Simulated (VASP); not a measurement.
# NaH (P6_3/mmc) in VASP: notebook, part 2 of 2

VASP 6.6.1. The steps go on from the part before.

### 3 Single point, PBE (hydrostatic strain -5.0%)

Input file INCAR:

```
SYSTEM = NaH
PREC = Accurate
ENCUT = 520
EDIFF = 1E-6
ISMEAR = -1
SIGMA = 0.02
LREAL = .FALSE.
LASPH = .TRUE.
NELM = 100
ALGO = Normal
ISIF = 2
LWAVE = .FALSE.
LCHARG = .FALSE.
GGA = PE
NBANDS = 16
```

Input file KPOINTS:

```
Automatic mesh
0
G
  12 12 6
  0 0 0
```

Input file POSCAR:

```
NaH
1.0
    3.7556174745      0.0000000000      0.0000000000
   -1.8778087372      3.2524601398      0.0000000000
    0.0000000000      0.0000000000      4.5868776986
Na H
2 2
Direct
    0.3333333333      0.6666666667     -0.0625000000
    0.6666666667      0.3333333333      0.4375000000
    0.3333333333      0.6666666667      0.4375000000
    0.6666666667      0.3333333333      0.9375000000
```

Potentials or basis: VASP PAW PBE potentials, release 64 (Na_pv, H).

The run is started by

```bash
> cat potpaw_PBE.64/Na_pv/POTCAR potpaw_PBE.64/H/POTCAR > POTCAR
> mpirun -np 1 vasp_std > vasp.out
```

OUTCAR:

```text
SYSTEM = NaH
   PREC = Accurate
   ENCUT = 520
   EDIFF = 1E-6
   ISMEAR = -1
   LREAL = .FALSE.
   LASPH = .TRUE.
   NELM = 100
   ISIF = 2
   GGA = PE

 ion  position               nearest neighbor table
   1  0.333  0.667  0.938-
   2  0.667  0.333  0.438-
   3  0.333  0.667  0.438-
   4  0.667  0.333  0.938-

  LATTYP: Found a hexagonal cell.
 ALAT       =     3.7556174745
 C/A-ratio  =     1.2213378305

  Lattice vectors:

 A1 = (   3.7556174745,   0.0000000000,   0.0000000000)
 A2 = (  -1.8778087372,   3.2524601398,   0.0000000000)
 A3 = (   0.0000000000,   0.0000000000,   4.5868776986)

Analysis of symmetry for initial positions (statically):
=====================================================================
 Subroutine PRICEL returns:
 Original cell was already a primitive cell.

 Routine SETGRP: Setting up the symmetry group for a
 hexagonal supercell.

 Subroutine GETGRP returns: Found 24 space group operations
 (whereof  6 operations were pure point group operations)
 out of a pool of 24 trial point group operations.

The static configuration has the point symmetry C_3v.
 The point group associated with its full space group is D_6h.

Analysis of symmetry for dynamics (positions and initial velocities):
=====================================================================
 Subroutine PRICEL returns:
 Original cell was already a primitive cell.

 Routine SETGRP: Setting up the symmetry group for a
 hexagonal supercell.

 Subroutine GETGRP returns: Found 24 space group operations
 (whereof  6 operations were pure point group operations)
 out of a pool of 24 trial point group operations.

The dynamic configuration has the point symmetry C_3v.
 The point group associated with its full space group is D_6h.

 Subroutine INISYM returns: Found 24 space group operations
 (whereof  6 operations are pure point group operations),
 and found     1 'primitive' translations

----------------------------------------------------------------------------------------

                                     Primitive cell

  volume of cell :      56.0287

  direct lattice vectors                    reciprocal lattice vectors
     3.755617475  0.000000000  0.000000000     0.266267799  0.153729786  0.000000000
    -1.877808737  3.252460140  0.000000000     0.000000000  0.307459571  0.000000000
     0.000000000  0.000000000  4.586877699     0.000000000  0.000000000  0.218013225

  length of vectors
     3.755617475  3.755617474  4.586877699     0.307459571  0.307459571  0.218013225

  position of ions in fractional coordinates (direct lattice)
     0.333333333  0.666666667  0.937500000
     0.666666667  0.333333333  0.437500000
     0.333333333  0.666666667  0.437500000
     0.666666667  0.333333333  0.937500000

  ion indices of the primitive-cell ions
   primitive index   ion index
                 1           1
                 2           2
                 3           3
                 4           4

----------------------------------------------------------------------------------------

 KPOINTS: Automatic mesh

Automatic generation of k-mesh.
 Grid dimensions read from file:
 generate k-points for:   12   12    6

 Generating k-lattice:

  Cartesian coordinates                     Fractional coordinates (reciprocal lattice)
     0.022188983  0.012810815  0.000000000     0.083333333  0.000000000  0.000000000
     0.000000000  0.025621631  0.000000000     0.000000000  0.083333333  0.000000000
     0.000000000  0.000000000  0.036335538     0.000000000  0.000000000  0.166666667

  Length of vectors
     0.025621631  0.025621631  0.036335538

  Shift w.r.t. Gamma in fractional coordinates (k-lattice)
     0.000000000  0.000000000  0.000000000

 Subroutine IBZKPT returns following result:
 ===========================================

 Found     76 irreducible k-points:

 Following reciprocal coordinates:
            Coordinates               Weight
  0.000000  0.000000  0.000000      1.000000
  0.083333 -0.000000  0.000000      6.000000
  0.166667 -0.000000  0.000000      6.000000
  0.250000 -0.000000  0.000000      6.000000
  0.333333 -0.000000  0.000000      6.000000
  0.416667 -0.000000  0.000000      6.000000
[... 16 lines left out ...]
  0.250000 -0.000000  0.166667     12.000000
  0.333333 -0.000000  0.166667     12.000000
 [... further k-points ...]
   k-points           NKPTS =     76   k-points in BZ     NKDIM =     76   number of bands    NBANDS=     16
   number of dos      NEDOS =    301   number of ions     NIONS =      4
   total plane-waves  NPLWV =  28224
   dimension x,y,z NGX =    28 NGY =   28 NGZ =   36
   dimension x,y,z NGXF=    56 NGYF=   56 NGZF=   72
   ions per type =               2   2
   NGX,Y,Z   is equivalent  to a cutoff of  12.39, 12.39, 13.05 a.u.
   NGXF,Y,Z  is equivalent  to a cutoff of  24.79, 24.79, 26.10 a.u.
 SYSTEM =  NaH
   PREC   = accura    normal or accurate (medium, high low for compatibility)
   ISTART =      0    job   : 0-new  1-cont  2-samecut
   ICHARG =      2    charge: 1-file 2-atom 10-const
   ISPIN  =      1    spin polarized calculation?
   LNONCOLLINEAR =      F non collinear calculations
   LSORBIT =      F    spin-orbit coupling
   LASPH  =      T    aspherical Exc in radial PAW
   ENCUT  =  520.0 eV  38.22 Ry    6.18 a.u.   6.98  6.98  8.53*2*pi/ulx,y,z
   NELM   =    100;   NELMIN=  2; NELMDL= -5     # of ELM steps
   EDIFF  = 0.1E-05   stopping-criterion for ELM
   LREAL  =      F    real-space projection
   EDIFFG = 0.1E-04   stopping-criterion for IOM
   NSW    =      0    number of steps for IOM
   IBRION =     -1    ionic relax: 0-MD 1-quasi-New 2-CG
   NFREE  =      0    steps in history (QN), initial steepest desc. (CG)
   ISIF   =      2    stress and relaxation
   ISYM   =      2    0-nonsym 1-usesym 2-fastsym
   POTIM  = 0.5000    time-step for ionic-motion
   TEBEG  =    0.0;   TEEND  =   0.0 temperature during run
   PSTRESS=    0.0 pullay stress
   NELECT =      16.0000    total number of electrons
   NUPDOWN=      -1.0000    fix difference up-down
   EMIN   =  10.00;   EMAX   =-10.00  energy-range for DOS
   EFERMI =   0.00;   METHOD = LEGACY
   ISMEAR =    -1;   SIGMA  =   0.02  broadening in eV -4-tet -1-fermi 0-gaus
   EFERMI_NEDOS =   21; number of points for ismear=-14 and -15
   IALGO  =     38    algorithm
   IMIX   =      4    mixing-type and parameters
     AMIX     =   0.40;   BMIX     =  1.00
     AMIX_MAG =   1.60;   BMIX_MAG =  1.00
  volume/ion in A,a.u.               =      14.01        94.53
  Fermi-wavevector in a.u.,A,eV,Ry     =   1.078064  2.037246 15.812999  1.162223
  Thomas-Fermi vector in A             =   2.213993
   LORBIT       =      0    0 simple, 1 ext, 2 COOP (PROOUT), +10 PAW based schemes
   GGA     = PE    functional components
   LHFCALC =     F    Hartree Fock is set to
   AEXX    =    0.0000 exact exchange contribution
   IVDW    =     0    specifies the selected vdW correction
   LEPSILON=     F    determine dielectric tensor
   LRPA    =     F    only Hartree local field effects (RPA)
 non-spin polarized calculation
  energy-cutoff  :      520.00
  volume of cell :       56.03
 maximum number of plane-waves:      1524
 NGX is ok and might be reduce to    28
   NGX = 13   NGY = 13   NGZ = 17

 number of electron      16.0000002 magnetization

 Free energy of the ion-electron system (eV)
  ---------------------------------------------------
  ext. energy  EPLUGINS =         0.00000000
  ---------------------------------------------------
  free energy    TOTEN  =        -9.94172526 eV

  energy without entropy =       -9.94172526  energy(sigma->0) =       -9.94172526

 E-fermi :  -0.5179     XC(G=0):  -7.6061

 val. band max:       -0.9396557588   @ k =   0.1667  -0.0000   0.0000
 cond. band min:       2.4162557014   @ k =   0.3333   0.3333   0.0000
 fundamental gap:      3.3559114602
 Fermi energy:        -0.5178795800

 k-point     1 :       0.0000    0.0000    0.0000
  band No.  band energies     occupation
      1     -23.0399      2.00000
      2     -22.9747      2.00000
      3     -22.9747      2.00000
      4     -22.9296      2.00000
      5     -22.9296      2.00000
      6     -22.8984      2.00000
[... 8 lines left out ...]
     15      10.9662      0.00000
     16      15.7314      0.00000
[... 419 lines left out ...]
 k-point    24 :       0.3333   -0.0000    0.1667
  band No.  band energies     occupation
      1     -23.0245      2.00000
      2     -22.9842      2.00000
      3     -22.9805      2.00000
      4     -22.9685      2.00000
      5     -22.9310      2.00000
      6     -22.9172      2.00000
[... 8 lines left out ...]
     15      11.9101      0.00000
     16      13.1996      0.00000

 [... further k-points ...]
[... 5 lines left out ...]
  --------------------------------------------------------------------------------------
  -------------------------------------------------------------------------------------
  Total        1.5364589      1.5364589      1.6556846      0.0000000     -0.0000000      0.0000000
  in kB       43.9360522     43.9360522     47.3453887      0.0000000     -0.0000000      0.0000000
  external PRESSURE =      45.0724977 kB  Pullay stress =       0.0000000 kB

 VOLUME and BASIS-vectors are now :
 -----------------------------------------------------------------------------
  energy-cutoff  :      520.00
  volume of cell :       56.03
      direct lattice vectors                 reciprocal lattice vectors
     3.755617475  0.000000000  0.000000000     0.266267799  0.153729786  0.000000000
    -1.877808737  3.252460140  0.000000000     0.000000000  0.307459571  0.000000000
     0.000000000  0.000000000  4.586877699     0.000000000  0.000000000  0.218013225

 POSITION                                       TOTAL-FORCE (eV/Angst)
 -----------------------------------------------------------------------------------
     -0.00000      2.16831      4.30020         0.000000     -0.000000      0.000000
      1.87781      1.08415      2.00676        -0.000000      0.000000     -0.000000
     -0.00000      2.16831      2.00676         0.000000      0.000000      0.000000
      1.87781      1.08415      4.30020         0.000000      0.000000      0.000000
 -----------------------------------------------------------------------------------
    total drift:                               -0.000000      0.000000      0.000000

  FREE ENERGIE OF THE ION-ELECTRON SYSTEM (eV)
  ---------------------------------------------------
  free  energy   TOTEN  =        -9.9417252617 eV

  energy  without entropy=       -9.9417252616  energy(sigma->0) =       -9.94172526
```

It took 21 s on 1 thread of Intel Xeon 6975P-C (Granite Rapids), shared host; peak memory 0.19 GiB.

Results:

| Item | Value |
| --- | --- |
| Free energy | -9.9417 eV |
| Pressure | 4.5 GPa |
| Band gap on the k mesh | 3.36 eV, indirect (least direct gap 4.22 eV) |

Levels at points of the mesh, in eV from the valence-band top:
| k point | band 4 | band 5 | band 6 | band 7 | band 8 | band 9 | band 10 | band 11 | band 12 | band 13 |
| --- | --- | --- | --- | --- | --- | --- | --- | --- | --- | --- |
| (0.00, 0.00, 0.00) | -21.99 | -21.99 | -21.96 | -3.77 | -0.03 | 5.25 | 8.71 | 11.22 | 11.22 | 11.37 |
| (0.50, 0.00, 0.00) | -22.03 | -22.00 | -21.99 | -1.67 | -0.68 | 4.01 | 8.18 | 8.39 | 8.40 | 8.52 |
| (0.00, 0.00, 0.50) | -22.01 | -22.01 | -22.01 | -2.27 | -2.27 | 7.62 | 7.62 | 11.85 | 11.85 | 11.85 |
| (0.50, 0.00, 0.50) | -22.02 | -21.98 | -21.98 | -0.88 | -0.88 | 4.15 | 4.15 | 9.28 | 9.28 | 9.96 |

A k mesh can miss the band edges.
